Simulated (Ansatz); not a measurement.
Crystal: EuS.

```xyz
2
Lattice="0.0000 2.9785 2.9785 2.9785 0.0000 2.9785 2.9785 2.9785 0.0000" Properties=species:S:1:pos:R:3 pbc="T T T"
Eu    0.0000    0.0000    0.0000
S     2.9785    2.9785    2.9785
```

- Program: Ansatz 0.2.0
- Task: relaxation of cell and atoms
- Functional: revPBE
- Dispersion: D4
- Potentials or basis: Ansatz PAW
- Cutoff: 420 eV (not typed: the program's choice for these potentials)
- k mesh: 8 × 8 × 8
- Occupations: fermi-dirac, width 0.05 eV
- Spin: collinear spin, ferromagnetic start
- Starting moments: [7.0, 0.0] μB

At the start: volume 26.42 Å³/atom.

Task: How do energy, volume and symmetry change on relaxing?

Result: It ends after 5 steps and the volume is 24.23 Å³/atom (-8.3 %); space group Fm-3m (No. 225, to 0.05 Å); moment 6.97 μB per cell.

Step by step:
```tsv
step	energy change (eV)	largest force (eV/Å)	volume (Å³)
1	0.0000	0.0000	52.85
2	-0.0552	0.0000	47.57
3	-0.0574	0.0000	48.60
4	-0.0576	0.0000	48.45
5	-0.0560	0.0000	48.45
```

Final structure:
```xyz
2
Lattice="0.0000 2.8936 2.8936 2.8936 0.0000 2.8936 2.8936 2.8936 0.0000" Properties=species:S:1:pos:R:3 pbc="T T T"
Eu    0.0000    0.0000    0.0000
S     2.8936    2.8936    2.8936
```

Caveat: the plane-wave basis is chosen anew once the cell has moved, so the energies of steps on either side of that aren't comparable; a cell with one magnetic atom can't hold antiferromagnetic order, which such compounds often take; without U or exact exchange the open f shell lies at the Fermi level, which spoils levels, moments and volumes; the PAW data sets come from PBE, with cores solved anew for the run's functional, which leaves a small shift of forces and pressure.
